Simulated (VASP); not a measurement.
# Ga (Cmce) in VASP: single point with r2SCAN

Aim: the single point of Ga with r2SCAN.

Everything below comes from runs of VASP 6.6.1. Logs are shortened: lines on timing, memory, paths and dates and some standing lists are left out, and cuts for length are marked.

### 1 Starting point

It takes space group Cmce (No. 64, orthorhombic). Conventional cell: a = 4.546 Å, b = 7.704 Å, c = 4.552 Å, α = 90.00°, β = 90.00°, γ = 90.00°. Ga (site symmetry m) has 7 Ga at 2.46 to 2.82 Å as nearest neighbours.

### 2 Single point, r2SCAN

POSCAR

```
Ga
1.0
   -2.2728636300      0.0000000000      3.8520823600
    0.0000000000     -4.5517738500      0.0000000000
    2.2728636300      0.0000000000      3.8520823600
Ga
4
Direct
    0.1525000000      0.9215000000      0.1525000000
    0.6525000000      0.5785000000      0.6525000000
    0.8475000000      0.0785000000      0.8475000000
    0.3475000000      0.4215000000      0.3475000000
```

INCAR.step1

```
PREC = Accurate
ENCUT = 520
ISMEAR = -5
SIGMA = 0.0535
LREAL = F
LASPH = T
NELM = 100
NBANDS = 34
GGA = PE
ALGO = Normal
EDIFF = 1E-4
LWAVE = T
LCHARG = F
```

INCAR.step2

```
PREC = Accurate
ENCUT = 520
EDIFF = 1E-7
ISMEAR = -1
SIGMA = 0.0535
LREAL = F
LASPH = T
NELM = 100
ALGO = Normal
ISIF = 2
LWAVE = F
LCHARG = F
METAGGA = R2SCAN
LMIXTAU = T
LORBIT = 10
NBANDS = 34
ISTART = 1
```

KPOINTS

```
Automatic mesh
0
Gamma
  9 8 9
```

Potentials or basis: VASP PAW PBE potentials, release 64 (Ga_d).

The run is started by

```bash
$ cat potpaw_PBE.64/Ga_d/POTCAR > POTCAR
$ cp INCAR.step1 INCAR
$ mpirun -np 1 vasp_std > vasp.out
$ cp INCAR.step2 INCAR
$ mpirun -np 1 vasp_std > vasp.out
```

OUTCAR:

```text
PREC = Accurate
   ENCUT = 520
   EDIFF = 1E-7
   ISMEAR = -1
   LREAL = F
   LASPH = T
   NELM = 100
   ISIF = 2
   METAGGA = R2SCAN
   LORBIT = 10
   ISTART = 1

 ion  position               nearest neighbor table
   1  0.153  0.922  0.153-   3 2.46   4 2.73   4 2.73   2 2.76   2 2.76   3 2.82   3 2.82
   2  0.653  0.578  0.653-   4 2.46   3 2.73   3 2.73   1 2.76   1 2.76   4 2.82   4 2.82
   3  0.847  0.078  0.847-   1 2.46   2 2.73   2 2.73   4 2.76   4 2.76   1 2.82   1 2.82
   4  0.347  0.422  0.347-   2 2.46   1 2.73   1 2.73   3 2.76   3 2.76   2 2.82   2 2.82

  LATTYP: Found a base centered orthorhombic cell.
 ALAT       =     4.5457272600
 B/A-ratio  =     1.6948145543
 C/A-ratio  =     1.0013301700

  Lattice vectors:

 A1 = (   2.2728636300,   0.0000000000,  -3.8520823600)
 A2 = (   2.2728636300,   0.0000000000,   3.8520823600)
 A3 = (   0.0000000000,  -4.5517738500,   0.0000000000)

Analysis of symmetry for initial positions (statically):
=====================================================================
 Subroutine PRICEL returns:
 Original cell was already a primitive cell.

 Routine SETGRP: Setting up the symmetry group for a
 base centered orthorhombic supercell.

 Subroutine GETGRP returns: Found  8 space group operations
 (whereof  4 operations were pure point group operations)
 out of a pool of  8 trial point group operations.

The static configuration has the point symmetry C_2h.
 The point group associated with its full space group is D_2h.

Analysis of symmetry for dynamics (positions and initial velocities):
=====================================================================
 Subroutine PRICEL returns:
 Original cell was already a primitive cell.

 Routine SETGRP: Setting up the symmetry group for a
 base centered orthorhombic supercell.

 Subroutine GETGRP returns: Found  8 space group operations
 (whereof  4 operations were pure point group operations)
 out of a pool of  8 trial point group operations.

The dynamic configuration has the point symmetry C_2h.
 The point group associated with its full space group is D_2h.

 Subroutine INISYM returns: Found  8 space group operations
 (whereof  4 operations are pure point group operations),
 and found     1 'primitive' translations

----------------------------------------------------------------------------------------

                                     Primitive cell

  volume of cell :      79.7039

  direct lattice vectors                    reciprocal lattice vectors
    -2.272863630  0.000000000  3.852082360    -0.219986801  0.000000000  0.129799925
     0.000000000 -4.551773850  0.000000000     0.000000000 -0.219694570  0.000000000
     2.272863630  0.000000000  3.852082360     0.219986801  0.000000000  0.129799925

  length of vectors
     4.472633183  4.551773850  4.472633183     0.255425553  0.219694570  0.255425553

  position of ions in fractional coordinates (direct lattice)
     0.152500000  0.921500000  0.152500000
     0.652500000  0.578500000  0.652500000
     0.847500000  0.078500000  0.847500000
     0.347500000  0.421500000  0.347500000

  ion indices of the primitive-cell ions
   primitive index   ion index
                 1           1
                 2           2
                 3           3
                 4           4

----------------------------------------------------------------------------------------

 KPOINTS: Automatic mesh

Automatic generation of k-mesh.
 Grid dimensions read from file:
 generate k-points for:    9    8    9

 Generating k-lattice:

  Cartesian coordinates                     Fractional coordinates (reciprocal lattice)
    -0.024442978  0.000000000  0.014422214     0.111111111  0.000000000 -0.000000000
     0.000000000 -0.027461821  0.000000000     0.000000000  0.125000000  0.000000000
     0.024442978  0.000000000  0.014422214    -0.000000000  0.000000000  0.111111111

  Length of vectors
     0.028380617  0.027461821  0.028380617

  Shift w.r.t. Gamma in fractional coordinates (k-lattice)
     0.000000000  0.000000000  0.000000000

 Subroutine IBZKPT returns following result:
 ===========================================

 Found    125 irreducible k-points:

 Following reciprocal coordinates:
            Coordinates               Weight
  0.000000  0.000000  0.000000      1.000000
  0.111111  0.000000 -0.000000      4.000000
  0.222222  0.000000 -0.000000      4.000000
  0.333333  0.000000 -0.000000      4.000000
  0.444444  0.000000 -0.000000      4.000000
  0.000000  0.125000  0.000000      2.000000
[... 16 lines left out ...]
  0.222222  0.500000 -0.000000      4.000000
  0.333333  0.500000 -0.000000      4.000000
 [... further k-points ...]
   k-points           NKPTS =    125   k-points in BZ     NKDIM =    125   number of bands    NBANDS=     34
   number of dos      NEDOS =    301   number of ions     NIONS =      4
   total plane-waves  NPLWV =  46656
   dimension x,y,z NGX =    36 NGY =   36 NGZ =   36
   dimension x,y,z NGXF=    72 NGYF=   72 NGZF=   72
   ions per type =               4
   NGX,Y,Z   is equivalent  to a cutoff of  13.38, 13.15, 13.38 a.u.
   NGXF,Y,Z  is equivalent  to a cutoff of  26.76, 26.30, 26.76 a.u.
 SYSTEM =  unknown system
   PREC   = accura    normal or accurate (medium, high low for compatibility)
   ISTART =      1    job   : 0-new  1-cont  2-samecut
   ICHARG =      0    charge: 1-file 2-atom 10-const
   ISPIN  =      1    spin polarized calculation?
   LNONCOLLINEAR =      F non collinear calculations
   LSORBIT =      F    spin-orbit coupling
   LASPH  =      T    aspherical Exc in radial PAW
   ENCUT  =  520.0 eV  38.22 Ry    6.18 a.u.   8.32  8.46  8.32*2*pi/ulx,y,z
   NELM   =    100;   NELMIN=  2; NELMDL=  0     # of ELM steps
   EDIFF  = 0.1E-06   stopping-criterion for ELM
   LREAL  =      F    real-space projection
   EDIFFG = 0.1E-05   stopping-criterion for IOM
   NSW    =      0    number of steps for IOM
   IBRION =     -1    ionic relax: 0-MD 1-quasi-New 2-CG
   NFREE  =      0    steps in history (QN), initial steepest desc. (CG)
   ISIF   =      2    stress and relaxation
   ISYM   =      2    0-nonsym 1-usesym 2-fastsym
   POTIM  = 0.5000    time-step for ionic-motion
   TEBEG  =    0.0;   TEEND  =   0.0 temperature during run
   PSTRESS=    0.0 pullay stress
   NELECT =      52.0000    total number of electrons
   NUPDOWN=      -1.0000    fix difference up-down
   EMIN   =  10.00;   EMAX   =-10.00  energy-range for DOS
   EFERMI =   0.00;   METHOD = LEGACY
   ISMEAR =    -1;   SIGMA  =   0.05  broadening in eV -4-tet -1-fermi 0-gaus
   EFERMI_NEDOS =   21; number of points for ismear=-14 and -15
   IALGO  =     38    algorithm
   IMIX   =      4    mixing-type and parameters
     AMIX     =   0.40;   BMIX     =  1.00
     AMIX_MAG =   1.60;   BMIX_MAG =  1.00
  volume/ion in A,a.u.               =      19.93       134.47
  Fermi-wavevector in a.u.,A,eV,Ry     =   1.419873  2.683170 27.429869  2.016038
  Thomas-Fermi vector in A             =   2.540847
   LORBIT       =     10    0 simple, 1 ext, 2 COOP (PROOUT), +10 PAW based schemes
   METAGGA = R2SCAN    functional components
   LHFCALC =     F    Hartree Fock is set to
   AEXX    =    0.0000 exact exchange contribution
   IVDW    =     0    specifies the selected vdW correction
   LEPSILON=     F    determine dielectric tensor
   LRPA    =     F    only Hartree local field effects (RPA)
 non-spin polarized calculation
  energy-cutoff  :      520.00
  volume of cell :       79.70
 maximum number of plane-waves:      2166
 NGX is ok and might be reduce to    36

 number of electron      51.9999991 magnetization

 Free energy of the ion-electron system (eV)
  ---------------------------------------------------
  ext. energy  EPLUGINS =         0.00000000
  ---------------------------------------------------
  free energy    TOTEN  =       -45.71536834 eV

  energy without entropy =      -45.70649453  energy(sigma->0) =      -45.71093143

 E-fermi :   4.7794     XC(G=0): -11.5643

 val. band max:        4.7777222745   @ k =   0.0000   0.5000   0.0000
 cond. band min:       4.8123206937   @ k =   0.1111   0.0000  -0.0000
 fundamental gap:      0.0345984192
 Fermi energy:         4.7794099615

 k-point     1 :       0.0000    0.0000    0.0000
  band No.  band energies     occupation
      1     -10.8772      2.00000
      2     -10.8687      2.00000
      3     -10.8670      2.00000
      4     -10.8424      2.00000
      5     -10.7909      2.00000
      6     -10.7629      2.00000
[... 26 lines left out ...]
     33      11.7760      0.00000
     34      12.2638      0.00000

 k-point     2 :       0.1111    0.0000   -0.0000
  band No.  band energies     occupation
      1     -10.8751      2.00000
      2     -10.8720      2.00000
      3     -10.8641      2.00000
      4     -10.8478      2.00000
      5     -10.7818      2.00000
      6     -10.7609      2.00000
[... 26 lines left out ...]
     33      11.7454      0.00000
     34      12.7934      0.00000

 k-point     3 :       0.2222    0.0000   -0.0000
  band No.  band energies     occupation
      1     -10.8785      2.00000
      2     -10.8666      2.00000
      3     -10.8640      2.00000
      4     -10.8525      2.00000
      5     -10.7748      2.00000
      6     -10.7461      2.00000
[... 26 lines left out ...]
     33      11.1422      0.00000
     34      12.3291      0.00000

 k-point     4 :       0.3333    0.0000   -0.0000
  band No.  band energies     occupation
      1     -10.8829      2.00000
      2     -10.8739      2.00000
      3     -10.8591      2.00000
      4     -10.8322      2.00000
      5     -10.7850      2.00000
      6     -10.7718      2.00000
[... 26 lines left out ...]
     33      10.8617      0.00000
     34      12.3488      0.00000

 k-point     5 :       0.4444    0.0000   -0.0000
  band No.  band energies     occupation
      1     -10.8859      2.00000
      2     -10.8824      2.00000
      3     -10.8365      2.00000
      4     -10.8150      2.00000
      5     -10.7998      2.00000
      6     -10.7958      2.00000
[... 621 lines left out ...]
 k-point    22 :       0.1111    0.5000   -0.0000
  band No.  band energies     occupation
      1     -10.8744      2.00000
      2     -10.8744      2.00000
      3     -10.8264      2.00000
      4     -10.8264      2.00000
      5     -10.7767      2.00000
      6     -10.7767      2.00000
[... 26 lines left out ...]
     33      10.2239      0.00000
     34      10.2239      0.00000

 k-point    23 :       0.2222    0.5000   -0.0000
  band No.  band energies     occupation
      1     -10.8866      2.00000
      2     -10.8866      2.00000
      3     -10.8271      2.00000
      4     -10.8271      2.00000
      5     -10.7772      2.00000
      6     -10.7772      2.00000
[... 26 lines left out ...]
     33      11.5325      0.00000
     34      11.5325      0.00000

 k-point    24 :       0.3333    0.5000   -0.0000
  band No.  band energies     occupation
      1     -10.8923      2.00000
      2     -10.8923      2.00000
      3     -10.8239      2.00000
      4     -10.8239      2.00000
      5     -10.7870      2.00000
      6     -10.7870      2.00000
[... 26 lines left out ...]
     33      12.6647      0.00000
     34      12.6647      0.00000

 [... further k-points ...]

------------------------ aborting loop because EDIFF is reached ----------------------------------------

  FORCE on cell =-STRESS in cart. coord.  units (eV):
  Direction    XX          YY          ZZ          XY          YZ          ZX
  --------------------------------------------------------------------------------------
  -------------------------------------------------------------------------------------
  Total       -1.3803645     -1.1207626     -0.4901668      0.0000000      0.0000000      0.0000000
  in kB      -27.7475564    -22.5291396     -9.8531453      0.0000000      0.0000000      0.0000000
  external PRESSURE =     -20.0432804 kB  Pullay stress =       0.0000000 kB

 VOLUME and BASIS-vectors are now :
 -----------------------------------------------------------------------------
  energy-cutoff  :      520.00
  volume of cell :       79.70
      direct lattice vectors                 reciprocal lattice vectors
    -2.272863630  0.000000000  3.852082360    -0.219986801  0.000000000  0.129799925
     0.000000000 -4.551773850  0.000000000     0.000000000 -0.219694570  0.000000000
     2.272863630  0.000000000  3.852082360     0.219986801  0.000000000  0.129799925

 POSITION                                       TOTAL-FORCE (eV/Angst)
 -----------------------------------------------------------------------------------
      0.00000     -4.19446      1.17489         0.000000      0.127229      0.437724
      0.00000     -2.63320      5.02697         0.000000     -0.127229      0.437724
      0.00000     -0.35731      6.52928         0.000000     -0.127229     -0.437724
      0.00000     -1.91857      2.67720         0.000000      0.127229     -0.437724
 -----------------------------------------------------------------------------------
    total drift:                                0.000000      0.000000      0.000000

  FREE ENERGIE OF THE ION-ELECTRON SYSTEM (eV)
  ---------------------------------------------------
  free  energy   TOTEN  =       -45.7153683358 eV

  energy  without entropy=      -45.7064945336  energy(sigma->0) =      -45.71093143

 total charge

# of ion       s       p       d       tot
------------------------------------------
    1        0.924   0.710   9.955  11.588
    2        0.924   0.710   9.955  11.588
    3        0.924   0.710   9.955  11.588
    4        0.924   0.710   9.955  11.588
--------------------------------------------------
tot          3.695   2.839  39.819  46.352
```

Run time: 6.7 min. Hardware: 1 thread of Intel Xeon 6975P-C (Granite Rapids), shared host; peak memory 0.38 GiB.

What came out:

| Item | Value |
| --- | --- |
| Free energy | -45.7154 eV |
| Pressure | -2.0 GPa |
| Largest force | 0.456 eV/Å |
| Band gap on the k mesh | none (metal or under the smearing width) |
| Valence electrons inside the program's atomic spheres | Ga 11.59 |

Forces on the atoms (eV/Å):
```
Ga   0.000  0.127  0.438
Ga   0.000 -0.127  0.438
Ga   0.000 -0.127 -0.438
Ga   0.000  0.127 -0.438
```

Levels at points of the mesh, in eV from the Fermi level:
| k point | band 24 | band 25 | band 26 | band 27 | band 28 | band 29 |
| --- | --- | --- | --- | --- | --- | --- |
| (0.00, 0.00, 0.00) | -1.69 | -1.69 | -0.99 | 0.95 | 1.03 | 1.11 |
| (0.00, 0.50, 0.00) | -0.25 | 0.00 | 0.00 | 0.06 | 0.06 | 2.23 |

Caveat: the PAW data sets were made with another functional, which shifts forces and pressure a little.
